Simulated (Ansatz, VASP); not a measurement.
# BP in VASP and in Ansatz

```xyz
4
Lattice="2.2923 1.3235 2.7787 -2.2923 1.3235 2.7787 0.0000 -2.6469 2.7787" Properties=species:S:1:pos:R:3 pbc="T T T"
B     0.0000    0.0000    0.7805
B     0.0000    0.0000    7.5556
P     0.0000    0.0000    5.6902
P     0.0000    0.0000    2.6459
```

Alike in both runs: functional PBE; k mesh 12 × 12 × 12; occupations gaussian, width 0.1 eV; no spin polarisation.

Ansatz relaxed the structure, and its values are those at the end. VASP's run is a single point on that final structure, the one shown.

|  | VASP | Ansatz |
| --- | --- | --- |
| version | VASP 6.6.1 | Ansatz 0.2.0 |
| potentials or method | VASP PAW PBE potentials, release 64 (B, P) | scalar-relativistic, plane waves, PAW |
| plane-wave cutoff (eV) | 520 | 420 |
| valence electrons in the cell | 16 | 16 |

VASP gave:

```
gap on the k mesh at the Fermi level (eV) : none
pressure (GPa)                            : -0.1
rms of the force components (eV/Å)        : 0.018
```

Task: Estimate Ansatz's values.

Result: gap on the k mesh at the Fermi level (eV): none; pressure (GPa): 0.0; rms of the force components (eV/Å): 0.001.

A gap of «none» marks a metal or a gap that the smearing closes.
